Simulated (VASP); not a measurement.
**GaN in VASP: how settings move the PBE single point**

Aim: see what changed inputs do to the PBE single point of GaN (zincblende), under +2.0 % equal strain in all directions.

Program: VASP 6.6.1. PAW datasets, plane waves. Spin-unpolarised (in the reference); all numbers are computed.

**1. The system as given**

The cell comes from an earlier relaxation with r2SCAN in another program. Some of the altered inputs switch spin polarisation on.

Space group F-43m (No. 216), cubic; a = 4.588 Å in the conventional setting, 12.07 Å³ an atom. Ga has 4 N at 1.99 Å; N has 4 Ga at 1.99 Å.

Coordinates:

```cif
data_structure
_symmetry_space_group_name_H-M 'P 1'
_symmetry_Int_Tables_number 1
_cell_length_a 3.2441
_cell_length_b 3.2441
_cell_length_c 3.2441
_cell_angle_alpha 60.000
_cell_angle_beta 60.000
_cell_angle_gamma 60.000
_cell_volume 24.14
loop_
_atom_site_label
_atom_site_type_symbol
_atom_site_fract_x
_atom_site_fract_y
_atom_site_fract_z
_atom_site_occupancy
Ga1 Ga 0.00000 0.00000 0.00000 1
N1 N 0.25000 0.25000 0.25000 1
```

**2. The reference run**

File INCAR:

```
ENCUT = 520.000000
SIGMA = 0.020000
EDIFF = 1.00e-07
GGA = PE
PREC = Accurate
IBRION = -1
ISIF = 2
ISMEAR = -1
NBANDS = 16
NELM = 120
NSW = 0
LASPH = .TRUE.
LCHARG = .TRUE.
LELF = .TRUE.
LWAVE = .FALSE.
LREAL = .FALSE.
```

File KPOINTS:

```
KPOINTS created by Atomic Simulation Environment
0
Gamma
10 10 10
0 0 0
```

File POSCAR:

```
Ga N
 1.0000000000000000
     0.0000000000000000    2.2939315918999998    2.2939315918999998
     2.2939315918999998    0.0000000000000000    2.2939315918999998
     2.2939315918999998    2.2939315918999998    0.0000000000000000
 Ga  N
   1   1
Cartesian
  0.0000000000000000  0.0000000000000000  0.0000000000000000
  1.1469657959499999  1.1469657959499999  1.1469657959499999
```

A file KPOINTS_OPT adds named points for the levels; it doesn't enter the self-consistent loop.

Potentials: the recommended PBE PAW datasets, 18 valence electrons.

Launch:

```
> mpirun -np 1 vasp_std
```

**3. Variant 1**

File INCAR:

```
SIGMA = 0.020000
EDIFF = 1.00e-07
GGA = PE
PREC = Accurate
IBRION = -1
ISIF = 2
ISMEAR = -1
NELM = 120
NSW = 0
LASPH = .TRUE.
LCHARG = .FALSE.
LWAVE = .FALSE.
LREAL = .FALSE.
NBANDS = 33
ENCUT = 350
```

KPOINTS is that of step 2.

POSCAR is that of step 2.

**4. Variant 2**

INCAR: that of step 2 with these lines changed.

```diff
@@ -12,5 +12,6 @@
 LASPH = .TRUE.
-LCHARG = .TRUE.
-LELF = .TRUE.
+LCHARG = .FALSE.
 LWAVE = .FALSE.
 LREAL = .FALSE.
+ISPIN = 2
+MAGMOM = -3 3
```

KPOINTS is that of step 2.

POSCAR is that of step 2.

**5. Variant 3**

INCAR: that of step 2 with these lines changed.

```diff
@@ -12,5 +12,6 @@
 LASPH = .TRUE.
-LCHARG = .TRUE.
-LELF = .TRUE.
+LCHARG = .FALSE.
 LWAVE = .FALSE.
 LREAL = .FALSE.
+AMIX = 0.2
+BMIX = 0.0001
```

File KPOINTS:

```
KPOINTS created by Atomic Simulation Environment
0
Monkhorst-Pack
10 10 10
0 0 0
```

POSCAR is that of step 2.

**6. Variant 4**

File INCAR:

```
ENCUT = 520.000000
SIGMA = 0.020000
EDIFF = 1.00e-07
GGA = PE
PREC = Accurate
IBRION = -1
ISIF = 2
NBANDS = 16
NSW = 0
LASPH = .TRUE.
LCHARG = .FALSE.
LWAVE = .FALSE.
LREAL = .FALSE.
NELM = 94
ISMEER = 0
```

KPOINTS is that of step 2.

POSCAR is that of step 2.

**Question.** What will these runs give? Wanted: for each run, changed; ending; energy change; pressure; electronic steps; usable.

The runs gave:

| run | changed | ending | energy change (meV/atom) | pressure (GPa) | gap on the mesh (eV; negative: overlap) | electronic steps | time | usable |
| --- | --- | --- | --- | --- | --- | --- | --- | --- |
| ref. | – | converged | 0 | -4.1 | 1.38 | 13 | 14 s | yes |
| 1 | NBANDS = 33, ENCUT = 350 | converged | 7.1 | -12.4 | 1.33 | 14 | 18 s | no |
| 2 | ISPIN = 2, MAGMOM = -3 3 | converged | 0.0 | -4.1 | – | 16 | 30 s | yes |
| 3 | AMIX = 0.2, BMIX = 0.0001, shifted mesh | converged | -0.1 | -4.1 | 1.73 | 16 | 40 s | yes |
| 4 | ISMEER = 0 | converged | 0.0 | -4.1 | 1.38 | 13 | 12 s | yes |

What this shows: Of 4 altered inputs, 1 ended normally on a faulty or unsound input, 3 gave usable results. Among the usable ones with comparable energies, «AMIX = 0.2, BMIX = 0.0001, shifted mesh» moves the energy most, by -0.1 meV/atom.
